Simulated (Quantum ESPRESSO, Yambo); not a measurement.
# A GW run on SiC (Moissanite) in Yambo, with inputs changed, part 2 of 2

Aim: change inputs of a GW run on SiC (Moissanite) and see what moves.

Yambo 5.3.0; PBE and many-body steps on it, plane waves. Known limits of the many-body steps: not at the basis limit; coarse k mesh.

So far. Step 2 (Base): The gap on the mesh goes from 2.28 eV to 3.01 eV, a correction of +0.73 eV. Step 3 (Core charge in Vxc): Against G0W0 in Yambo (3×3×4 mesh, 207 bands, screening to 231.3 eV, Godby-Needs plasmon pole), the gap moves by −0.241 eV.

## Step 4: No random integration

Level of this step: G0W0 on PBE, plane waves, norm-conserving pseudopotentials (Yambo).

The input, gw7.in:

```
HF_and_locXC
gw0
dyson
ppa
em1d
rim_cut
RandQpts= 0
RandGvec= 1 RL
EXXRLvcs= 74 Ry
VXCRLvcs= 296 Ry
Chimod= "HARTREE"
% BndsRnXp
 1 | 207 |
%
NGsBlkXp= 17 Ry
% LongDrXp
 1 | 1 | 1 |
%
% GbndRnge
 1 | 207 |
%
DysSolver= "n"
ExtendOut
PPAPntXp= 27.21138 eV
% QPkrange
 1 | 1 | 7 | 10 |
 7 | 7 | 7 | 10 |
 4 | 4 | 7 | 10 |
%
```

Command:

```
> OMP_NUM_THREADS=1 mpirun -n 4 yambo -F gw7.in -J gw7,gw2_W -C gw7 > gw7.log
```

The program printed:

```text
 Yambo, version 5.3.0

 [02] CORE Variables Setup
 =========================

  [... cell, symmetries and grids as in the set-up ...]

  [02.05] Energies & Occupations
  ==============================

  [X] === General ===
  [X] Electronic Temperature                        :  0.000000  0.000000 [eV K]
  [X] Bosonic    Temperature                        :  0.000000  0.000000 [eV K]
  [X] Finite Temperature mode                       : no
  [X] El. density                                   :  0.38681E+24 [cm-3]
  [X] Fermi Level                                   :  9.650849 [eV]

  [X] === Gaps and Widths ===
  [X] Conduction Band Min                           :  2.283037 [eV]
  [X] Valence Band Max                              :  0.000000 [eV]
  [X] Filled Bands                                  :   8
  [X] Empty Bands                                   :     9   496
  [X] Direct Gap                                    :  4.286464 [eV]
  [X] Direct Gap localized at k                     :   4
  [X] Indirect Gap                                  :  2.283037 [eV]
  [X] Indirect Gap between kpts                     :   1   7
  [X] Last valence band width                       :  3.832875 [eV]
  [X] 1st conduction band width                     :  3.608972 [eV]

 [03] Transferred momenta grid and indexing
 ==========================================

 IBZ Q-points                                      :  10
 BZ  Q-points                                      :   36

 K/Q-points units:
 rlu = crystal or reduced units; cc = cartesian coordinates; iku = interal k-units

 Q [ 1]         [rlu]:  0.000000  0.000000  0.000000
 Q [ 2]         [rlu]:  0.000000  0.000000  0.250000
 Q [ 3]         [rlu]:  0.000000  0.000000 -0.500000
[...]
Q [ 8]         [rlu]:  0.333333  0.333333  0.250000
 Q [ 9]         [rlu]:  0.333333  0.333333 -0.500000
 Q [10]         [rlu]: -0.10530E-16 -0.33333      0.25000

 [WARNING] [Xp] User bands 1-207 break level degeneracy

 [04] Dipoles
 ============

  [04.01] Setup: observables and procedures
  =========================================

 [05] Dynamic Dielectric Matrix (PPA)
 ====================================

   Sc/G bands                                       :    1  207
   Sc/G damping                                     :  0.100000 ev
   Sc bands terminator                              : no
   Sx RL components                                 :  3009

   QP @ state[ 1 ] K range                          :  1  1
   QP @ state[ 1 ] b range                          :   7  10
   QP @ state[ 2 ] K range                          :   4   4
   QP @ state[ 2 ] b range                          :   7  10
   QP @ state[ 3 ] K range                          :   7   7
   QP @ state[ 3 ] b range                          :   7  10
   GF energies kind                                 : Perdew, Burke & Ernzerhof(X)+Perdew, Burke & Ernzerhof(C)
   GF WF`s kind                                     : Perdew, Burke & Ernzerhof(X)+Perdew, Burke & Ernzerhof(C)
   Xs energies kind                                 : Perdew, Burke & Ernzerhof(X)+Perdew, Burke & Ernzerhof(C)
   Xs WF`s kind                                     : Perdew, Burke & Ernzerhof(X)+Perdew, Burke & Ernzerhof(C)

 [10] Game Over & Game summary
```

The job ended after 84 s (4 MPI ranks of Arm Neoverse V1, shared host; peak memory 1.6 GiB).

Numbers from this step:

```yaml
g0w0_gap_on_the_points_computed: 3.071 eV
starting_gap_on_the_mesh: 2.283 eV
k_of_the_valence_top: 0, 0, 0
k_of_the_conduction_bottom: 0.3333, 0.3333, 0
least_direct_g0w0_gap_on_the_computed_points: 5.306 eV
z_at_the_valence_top: 0.7862
z_at_the_conduction_bottom: 0.8188
```

## Step 5: Only filled bands in the screening

gw8.in, as its differences from gw7.in of step 4:

```diff
@@ -6,3 +6,3 @@
 rim_cut
-RandQpts= 0
+RandQpts= 1000000
 RandGvec= 1 RL
@@ -12,3 +12,3 @@
 % BndsRnXp
- 1 | 207 |
+ 1 | 8 |
 %
```

Command:

```
> OMP_NUM_THREADS=1 mpirun -n 4 yambo -F gw8.in -J gw8 -C gw8 > gw8.log
```

The program printed:

```text
 Yambo, version 5.3.0

 [02] CORE Variables Setup
 =========================

  [... cell, symmetries and grids as in the set-up ...]

  [02.05] Energies & Occupations
  ==============================

  [X] === General ===
  [X] Electronic Temperature                        :  0.000000  0.000000 [eV K]
  [X] Bosonic    Temperature                        :  0.000000  0.000000 [eV K]
  [X] Finite Temperature mode                       : no
  [X] El. density                                   :  0.38681E+24 [cm-3]
  [X] Fermi Level                                   :  9.650849 [eV]

  [X] === Gaps and Widths ===
  [X] Conduction Band Min                           :  2.283037 [eV]
  [X] Valence Band Max                              :  0.000000 [eV]
  [X] Filled Bands                                  :   8
  [X] Empty Bands                                   :     9   496
  [X] Direct Gap                                    :  4.286464 [eV]
  [X] Direct Gap localized at k                     :   4
  [X] Indirect Gap                                  :  2.283037 [eV]
  [X] Indirect Gap between kpts                     :   1   7
  [X] Last valence band width                       :  3.832875 [eV]
  [X] 1st conduction band width                     :  3.608972 [eV]

 [03] Transferred momenta grid and indexing
 ==========================================

 IBZ Q-points                                      :  10
 BZ  Q-points                                      :   36

 K/Q-points units:
 rlu = crystal or reduced units; cc = cartesian coordinates; iku = interal k-units

 Q [ 1]         [rlu]:  0.000000  0.000000  0.000000
 Q [ 2]         [rlu]:  0.000000  0.000000  0.250000
 Q [ 3]         [rlu]:  0.000000  0.000000 -0.500000
[...]
E_xc :  -12.23966 [Ry]

  Local XC kind (lXC) : Perdew, Burke & Ernzerhof(X)+Perdew, Burke & Ernzerhof(C)
  Non-Local XC kind (nlXC) : Hartree-Fock

  Corrections @ K [1] :  [eV]
 <7|nlXC|7> = -17.88872 -0.78240E-17 <7|lXC|7> = -15.06937 -0.18882E-15
 <8|nlXC|8> = -17.88813  0.15773E-16 <8|lXC|8> = -15.06937  0.18882E-15
 <9|nlXC|9> = -6.641639 -0.38327E-17 <9|lXC|9> = -12.10368  0.000000
[...]
Corrections @ K [4] :  [eV]
[...]
Corrections @ K [7] :  [eV]
[...]
<9|nlXC|9> = -5.490164 -0.53753E-18 <9|lXC|9> = -9.853741  0.000000
 <10|nlXC|10> = -6.330252  0.24215E-17 <10|lXC|10> = -12.28319 -0.47204E-16

 [08] Dyson equation: Newton solver
 ==================================

  [08.01] G0W0 (W PPA)
  ====================

  [  GW  ] Bands range     :    1  207
  [GW/PPA] G damping       :  0.100000 [eV]

  QP @ state[ 1 ] K range:  1  1
  QP @ state[ 1 ] b range:   7  10
  QP @ state[ 2 ] K range:   4   4
  QP @ state[ 2 ] b range:   7  10
  QP @ state[ 3 ] K range:   7   7
  QP @ state[ 3 ] b range:   7  10

   Sc/G bands                                       :    1  207
   Sc/G damping                                     :  0.100000 ev
   Sc bands terminator                              : no
   Sx RL components                                 :  3009

   QP @ state[ 1 ] K range                          :  1  1
   QP @ state[ 1 ] b range                          :   7  10
   QP @ state[ 2 ] K range                          :   4   4
   QP @ state[ 2 ] b range                          :   7  10
   QP @ state[ 3 ] K range                          :   7   7
   QP @ state[ 3 ] b range                          :   7  10
   GF energies kind                                 : Perdew, Burke & Ernzerhof(X)+Perdew, Burke & Ernzerhof(C)
   GF WF`s kind                                     : Perdew, Burke & Ernzerhof(X)+Perdew, Burke & Ernzerhof(C)
   Xs energies kind                                 : Perdew, Burke & Ernzerhof(X)+Perdew, Burke & Ernzerhof(C)
   Xs WF`s kind                                     : Perdew, Burke & Ernzerhof(X)+Perdew, Burke & Ernzerhof(C)

 [11] Game Over & Game summary
```

It took 73 s on 4 MPI ranks; peak memory 1.6 GiB; 4.8 min of CPU time.

The run ended normally, though the input holds a fault or crude settings.

The fault put into this input: only filled bands in the screening.

## Step 6: Side by side

Times are wall times on 4 MPI ranks of Arm Neoverse V1, shared host, good to a factor of about two.

```
                  run   mesh  bands  screening cutoff (eV)  DFT gap (eV)  gap on the mesh (eV)  direct (eV)     time
                 base  3×3×4    207                  231.3         2.283                 3.014        5.236  2.5 min
   core charge in Vxc  3×3×4    207                  231.3         2.283                 2.773        5.133     86 s
no random integration  3×3×4    207                  231.3         2.283                 3.071        5.306     84 s
```

## Step 7: Summary of results

```yaml
base: 3.014 eV
core_charge_in_vxc: 2.773 eV
no_random_integration: 3.071 eV
known_limits: not at the basis limit; coarse k mesh
```

What this shows: Core charge in Vxc: −0.241 eV against base (keys changed: UseNLCC). No random integration: +0.057 eV against base (keys changed: RandQpts). Bands and cutoff are finite, so the gap is not at the basis limit. The miss can reach some tenths of an eV and take either sign; the mesh is an error of its own. In the G0W0 runs levels were corrected at 3 k points alone, so a gap called «on the mesh» is the least over those, and an edge elsewhere would be missed. The 3×3×4 mesh is coarse for this cell, which bears on the long-range parts of exchange and screening.

[Paths, hosts, dates, memory and timing lines, banners, echoed tables and standing remarks are left out of the program output.]

[Logs are printed without paths, hosts, clocks, repeated set-up lines and the standing remarks that a program may print on its own settings, such as how far it seeks lower states.]

[Runs of the session that timed out or met a known fault of the program may be left out.]

[Hosts, paths, dates, database ids (printed as entryN), source tags and the programs' standing remarks are cut or masked in the printed files.]
